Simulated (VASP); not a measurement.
## Te: changing the strain (εxx = s)

```xyz
4
Lattice="5.8500 0.0000 0.0000 0.0000 5.8500 0.0000 0.0000 0.0000 4.7912" Properties=species:S:1:pos:R:3 pbc="T T T"
Te    0.0000    0.0000    0.0000
Te    2.9250    2.9250    0.0000
Te    0.0000    2.9250    3.9769
Te    2.9250    0.0000    0.8143
```

This isn't the form of Te at room conditions, which is trigonal, of chains.

Kept alike: task relaxation of the atoms; functional PBE; k mesh 4 × 4 × 5; occupations fermi-dirac, width 0.05 eV; no spin polarisation. Program: VASP, PBE PAW files Te, 520 eV. The mesh is that of the run's cell of 4 atoms. No spin-orbit coupling.

| s | free energy over the lowest row (meV/atom) |
| --- | --- |
| -0.04 | 17.75 |
| -0.02 | 3.27 |
| -0.01 | 0.36 |
| 0 | 0.00 |
| 0.01 | 1.87 |
| 0.02 | 5.79 |
| 0.04 | 18.68 |

The cell shown is the unstrained one; x, y and z are its Cartesian axes.

Question: What does the strain (εxx = s) change here?

Answer: The free energy is lowest at 0, and 18.68 meV an atom higher at 0.04.
